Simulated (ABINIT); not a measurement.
The system is PbF2 (Fluorocronite).

```
Pb F
1.0
     0.00000    2.96366    2.96366
     2.96366    0.00000    2.96366
     2.96366    2.96366    0.00000
Pb F
1 2
Direct
  0.00000 0.00000 0.00000
  0.75000 0.75000 0.75000
  0.25000 0.25000 0.25000
```

Base run:

- Program: ABINIT 10.8.3 (patched build)
- Functional: LDA
- Potentials or basis: JTH PAW LDA v2.0 sp
- Cutoff: 517 eV
- k mesh: 6 × 6 × 6
- Occupations: fermi-dirac, width 0.05 eV
- Spin: no spin polarisation

Its results: band gap on the k mesh 4.23 eV, indirect (least direct gap 4.40 eV).

The run is repeated on the same cell with these changes: potentials or basis from JTH PAW LDA v2.0 sp to PseudoDojo NC SR LDA v0.4.1 standard; cutoff from 517 eV to 952 eV; valence electrons from 18 to 28. What comes out?

Band gap on the k mesh 4.29 eV, indirect (least direct gap 4.43 eV).

Caveats: spin-orbit coupling is left out, which as a rule narrows the gap of such compounds by several tenths of an eV; this set keeps more shells in the core, which shifts pressures and gaps (some runs).

A k mesh can miss the band edges.
